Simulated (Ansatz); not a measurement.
# Tin, A15 under PBEsol: structure and ground-state energy

What does PBEsol give for tin in the A15 structure? We relax it, then solve it on a dense k-mesh. Spin polarisation is left out. The k-meshes are 4×4×4 for the relaxation; 6×6×6 for the dense run.

Computed with Ansatz 0.2.0 (DFT PBEsol, plane waves (420 eV) with PAW, scalar-relativistic; PAW files made under PBE, frozen cores solved again for the functional, unless a step says otherwise).

## 1. The system as given

It takes space group Pm-3n (No. 223, cubic). Conventional cell: a = 6.076 Å, b = 6.076 Å, c = 6.076 Å, α = 90.00°, β = 90.00°, γ = 90.00°. Around Sn (site symmetry m-3) lie 12 Sn at 3.40 Å. Around Sn (site symmetry -4m2) lie 6 Sn at 3.04 to 3.40 Å.

Structure file:

```
Sn
1.0
     6.07570    0.00000    0.00000
     0.00000    6.07570    0.00000
     0.00000    0.00000    6.07570
Sn
8
Direct
  0.00000 0.00000 0.00000
  0.50000 0.50000 0.50000
  0.25000 0.00000 0.50000
  0.75000 0.00000 0.50000
  0.50000 0.25000 0.00000
  0.50000 0.75000 0.00000
  0.00000 0.50000 0.25000
  0.00000 0.50000 0.75000
```

## 2. Relaxing cell and atoms

input.yaml

```yaml
crystal:
  lattice:
    - [6.0756993416, 0.0, 0.0]
    - [0.0, 6.0756993416, 0.0]
    - [0.0, 0.0, 6.0756993416]
  atoms:
    - { symbol: Sn, position: [0.0, 0.0, 0.0] }
    - { symbol: Sn, position: [0.5, 0.5, 0.5] }
    - { symbol: Sn, position: [0.25, 0.0, 0.5] }
    - { symbol: Sn, position: [0.75, 0.0, 0.5] }
    - { symbol: Sn, position: [0.5, 0.25, 0.0] }
    - { symbol: Sn, position: [0.5, 0.75, 0.0] }
    - { symbol: Sn, position: [0.0, 0.5, 0.25] }
    - { symbol: Sn, position: [0.0, 0.5, 0.75] }
hamiltonian:
  xc: pbesol
  pseudopotentials:
    kind: paw
    azcp:
      Sn: "pseudopotentials/Sn.paw.azcp"
basis:
  ecutwfc: 420
  fft_grid_basis: typed
kpoints:
  mp_grid: { grid: [4, 4, 4], shift: [0, 0, 0] }
magnetization:
  spin_polarized: false
scf:
  occupations: { method: fermi_dirac, width: 0.1 }
relax:
  max_steps: 60
  f_tol: 0.01
  cell: {}
```

Started as:

```sh
ansatz run input.yaml --threads 4 --pin off --max-ram 8192MiB --backend cpu --events-out ev --progress --plain --runs-dir out
```

The program printed, shortened:

```text
Warning: <dir> the record states the generating functional pbe (its physics header spells it `PBE`), which answers neither for hamiltonian.xc's functional nor for the pbesol family's — results may be inconsistent (PPs are generated against a specific XC)
Warning: RAYON_NUM_THREADS=4 ignored (pool sized by the plan → 4); use --threads N
[...]
Pseudopotentials: kind: paw
Pseudopotential: Sn, paw, valence charge 14, recommended cutoff 420 eV (normal), <dir>
Functional definition: PBEsol
[...]
Crystal: 8 atoms, lattice volume = 224.279 Å³
Basis set: ecut = 420 eV, 4385 PW (Γ), exchange–correlation on 90×90×90 points (8 copies of the dense FFT grid, shifted against one another)
Bands: 68, of which v1, the nominal top of the filled ones, is band 56 counted from 1 (55 counted from 0)
Symmetry: 48 space group operations
Space group: Pm-3n (ITA 223), of the structure as read, at distance tolerance 6.1e-5 Å
k-points: 10 of 64
[...]
SCF iter   1: F=—  HF=-47597.354840 eV  |F-HF|=—  |Δ(HF+E_count)|=         —  Δρ=2.69e-3  dr2=7.79e-3  ethr=1.77e-3  ⟨swp⟩=7.5  Hψ=2751  notcnv=0
[...]
relax step   1: F+E_penalty+E_count = -47597.34490417 eV  Δ(F+E_penalty+E_count) = +0.000e0 eV  max|allowed force component| = 1.359e-17 eV/Å  Δτ_max = 0.0000 Å  P = -1.559 GPa  Ω = 224.279 Å³  (7 SCF iters, dr2 threshold 1.00e-7 eV, accepted)
[...]
  atom   2  Sn    -0.00000000     0.00000000     0.00000000
  atom   3  Sn     0.00000000     0.00000000     0.00000000
  atom   4  Sn    -0.00000000    -0.00000000    -0.00000000
  atom   5  Sn    -0.00000000    -0.00000000    -0.00000000
  atom   6  Sn     0.00000000     0.00000000     0.00000000
  atom   7  Sn    -0.00000000     0.00000000     0.00000000
  atom   8  Sn     0.00000000    -0.00000000     0.00000000
[...]
--- Stress (GPa, compression-positive) ---
       -0.032718      -0.000000       0.000000
       -0.000000      -0.032718       0.000000
        0.000000       0.000000      -0.032718
  P = ⅓ Tr σ = -0.0327 GPa (-0.327 kbar)
--- Relaxed structure (3 steps of the walk, 3 accepted, 1 SCFs on fresh bases) ---
  F+E_penalty+E_count = -47597.38197015 eV   max|allowed force component| = 2.884e-17 eV/Å   (the final SCF, on the basis selected at the relaxed cell)
  cell:  # Å, volume = 217.0255 Å³
    - [6.009480767025864, -2.5358077601098597e-33, -6.419766481290786e-34]
    - [-1.765435782354966e-33, 6.009480767025864, 2.246918268451775e-34]
    - [-6.419766481290786e-34, -2.246918268451775e-34, 6.009480767025864]
  atoms:
    - { symbol: Sn, position: [-5.347125882725203e-35, 2.8923183807948173e-35, -3.4340476529736547e-35] }
    - { symbol: Sn, position: [0.49999999999999994, 0.49999999999999994, 0.49999999999999994] }
    - { symbol: Sn, position: [0.24999999999999997, 2.2241856117742522e-34, 0.49999999999999994] }
    - { symbol: Sn, position: [0.75, 3.133052550698289e-34, 0.49999999999999994] }
    - { symbol: Sn, position: [0.49999999999999994, 0.24999999999999997, 1.2877678698651208e-35] }
    - { symbol: Sn, position: [0.49999999999999994, 0.75, 1.0896497360397174e-35] }
    - { symbol: Sn, position: [-6.057049195599563e-35, 0.49999999999999994, 0.24999999999999997] }
    - { symbol: Sn, position: [-5.924970439715963e-35, 0.49999999999999994, 0.75] }
```

Run time: 12 s. Hardware: 4 threads of Arm Neoverse V1, shared host; peak memory 0.71 GiB.

Relaxation path:

```
step  energy change (meV/atom)  largest force (eV/Å)  pressure (GPa)  volume (Å³/atom)
   1                      0.00                0.0000           -1.56            28.035
   2                     -4.43                0.0000            0.52            26.839
   3                     -4.81                0.0000           -0.03            27.128
   4                     -4.63                0.0000           -0.03            27.128
```

Steps that repeat a cell are solved on a basis chosen anew, so their changes of energy are no gain of the relaxation.

Changes in the cell that was computed:

|  | before | after | change |
| --- | --- | --- | --- |
| a (Å) | 6.076 | 6.009 | -1.1 % |
| b (Å) | 6.076 | 6.009 | -1.1 % |
| c (Å) | 6.076 | 6.009 | -1.1 % |
| volume (Å³/atom) | 28.035 | 27.128 | -3.2 % |
| shortest distance (Å) | 3.038 | 3.005 | -1.1 % |
| space group (spins left aside) | Pm-3n | Pm-3n | same |

## 3. Single point on a dense mesh

input.yaml

```yaml
crystal:
  lattice:
    - [6.009480767, 0.0, 0.0]
    - [0.0, 6.009480767, 0.0]
    - [0.0, 0.0, 6.009480767]
  atoms:
    - { symbol: Sn, position: [1.0, 0.0, 1.0] }
    - { symbol: Sn, position: [0.5, 0.5, 0.5] }
    - { symbol: Sn, position: [0.25, 0.0, 0.5] }
    - { symbol: Sn, position: [0.75, 0.0, 0.5] }
    - { symbol: Sn, position: [0.5, 0.25, 0.0] }
    - { symbol: Sn, position: [0.5, 0.75, 0.0] }
    - { symbol: Sn, position: [1.0, 0.5, 0.25] }
    - { symbol: Sn, position: [1.0, 0.5, 0.75] }
hamiltonian:
  xc: pbesol
  pseudopotentials:
    kind: paw
    azcp:
      Sn: "pseudopotentials/Sn.paw.azcp"
basis:
  ecutwfc: 420
  fft_grid_basis: typed
kpoints:
  mp_grid: { grid: [6, 6, 6], shift: [0, 0, 0] }
magnetization:
  spin_polarized: false
scf:
  occupations: { method: fermi_dirac, width: 0.1 }
output:
  write_density: true
  write_potential: true
  elf: true
  volumetric_format: npy
```

Started as:

```sh
ansatz run input.yaml --threads 4 --pin off --max-ram 8192MiB --backend cpu --events-out ev --progress --plain --runs-dir out
```

The program printed, shortened:

```text
Warning: <dir> the record states the generating functional pbe (its physics header spells it `PBE`), which answers neither for hamiltonian.xc's functional nor for the pbesol family's — results may be inconsistent (PPs are generated against a specific XC)
Warning: RAYON_NUM_THREADS=4 ignored (pool sized by the plan → 4); use --threads N
[...]
[... 3 set-up lines as earlier in the session ...]
[...]
Crystal: 8 atoms, lattice volume = 217.026 Å³
Basis set: ecut = 420 eV, 4169 PW (Γ)
Bands: 68, of which v1, the nominal top of the filled ones, is band 56 counted from 1 (55 counted from 0)
[... 1 set-up line as earlier in the session ...]
Space group: Pm-3n (ITA 223), of the structure as read, at distance tolerance 6.0e-5 Å
k-points: 20 of 216
[...]
SCF iter   1: F=—  HF=-47597.585557 eV  |F-HF|=—  |Δ(HF+E_count)|=         —  Δρ=2.75e-3  dr2=8.34e-3  ethr=1.77e-3  ⟨swp⟩=7.5  Hψ=5871  notcnv=0  defer=2
[...]
SCF iter   7: F=-47597.578457 eV  HF=-47597.578457 eV  |F-HF|=2.20e-9  |Δ(HF+E_count)|=   5.67e-8  Δρ=1.45e-6  dr2=7.50e-9  ethr=8.93e-11  ⟨swp⟩=5.5  Hψ=3374  notcnv=0
[...]
SCF converged after 7 iterations
Free energy (F): -47597.578457 eV
[...]
E sigma→0 (E₀):  -47597.500007 eV
Entropy (-TS):   -0.156901 eV (-19.613 meV/atom)
Fermi energy:    10.769819 eV
[...]
--- Band table (eV; the first three rows and the last of 20) ---
[...]
```

Run time: 7.1 s. Hardware: 4 threads of Arm Neoverse V1, shared host; peak memory 0.74 GiB.

Density in a lattice plane of the grid's cell (edges 6.01 and 6.01 Å, at 0.000 of the third edge), which holds Sn.

Ten even steps from ' ' (0.08 e/Å³) to '@' (16.53 e/Å³):
```
**==::                                      ::==
::..                                          ..
                                                
                                                
                                                
                                                
                                                
          ..::..                  ..::..        
        ::==**==::              ::==**==::      
        --**@@##--              --##@@**--      
        ::==**==::              ::==**==::      
          ..::..                  ..::..        
                                                
                                                
                                                
                                                
                                                
::..                                          ..
**==::                                      ::==
@@##--                                      --##
```
Columns run along the first of these edges and rows up along the second, over one cell in 24 and 20 even steps from the bottom left corner. Atoms in the plane (fractional): Sn at (0.00, 0.00), Sn at (0.25, 0.50), Sn at (0.75, 0.50).

ELF in the same plane.

Ten even steps from '0' (0.00) to '9' (0.43):
```
003778756789998765787730
346778655678887655687764
777787544556665544578777
778876544444444444567887
777777776544344567777777
667888888765456788888876
778778788787678788787787
888764346788888764346788
998730003778987730003789
998610002678987620001689
998730003778987730003789
888764346788888764346788
778778788787678788787787
667888888765456788888876
777777776544344567777777
778876544444444444567887
777787544556665544578777
346778655678887655687764
003778756789998765787730
002677766799999766777620
```
Columns run along the first of these edges and rows up along the second, over one cell in 24 and 20 even steps from the bottom left corner. Atoms in the plane (fractional): Sn at (0.00, 0.00), Sn at (0.25, 0.50), Sn at (0.75, 0.50).

Both are smooth fields of the valence electrons: close to the nuclei they are not physical.

## 4. What came out

```
                       quantity                         value
 space group (spins left aside)               Pm-3n (No. 223)
              conventional cell                   a = 6.009 Å
                         volume                27.128 Å³/atom
              shortest distance                       3.005 Å
                gap on the mesh  none (levels filled in part)
relative to beta-Sn (white tin)                  +94 meV/atom
```

**Reading.** From the guessed start the volume shrank by 3.2 % in 4 steps. It lies 94 meV/atom above the element's reference form at the same level (beta-Sn (white tin), from a run of its own). No gap shows: it is a metal or semimetal at this level. Relaxation kept the symmetry; phonons were not checked.
